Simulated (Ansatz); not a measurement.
**HfC: energy along a strain**

HfC, Fm-3m, a = 4.650 Å (as given, not relaxed at this level: 0.2 GPa). Ansatz: PBE, PAW, 420 eV, Γ-centred 18×18×18 mesh on 2 atoms, Gaussian smearing 0.15 eV; no spin polarisation. Cell vectors (Å): 0.000 2.325 2.325; 2.325 0.000 2.325; 2.325 2.325 0.000. The cell is strained by x per cent times the pattern (0 0 0 0 1 0) in the order xx yy zz yz xz xy (engineering shears), with fractional coordinates held. y is the free energy over the start, V0 = 12.568 Å³/atom. Symmetry makes y even in x. Points with a strain past 8.5 % were computed too (4) and aren't used here.

| x (%) | y (meV/atom) |
| --- | --- |
| -7.50 | 37.71 |
| 0.00 | 0.00 |
| 1.87 | 2.34 |
| 3.75 | 9.43 |
| 5.62 | ? |

Q: Fit y = c2 x² + c4 x⁴ to the other rows, get the stiffness along the pattern, and predict the missing energy.

A: Least squares on the rows shown. y = 0.67050 x² − 1.7471×10⁻⁶ x⁴. The clamped-ion stiffness p·C·p = 2 × 6.705 eV × 160.2 / 12.568 Å³ = 171 GPa, which is C55 in these axes (C44 of the cubic crystal). At x = 5.62 the fit asked for gives 21.18 meV/atom. The run gave 21.18 meV/atom, the same to the digits shown.

Spin–orbit coupling is left out, which can shift energies with elements as heavy as these.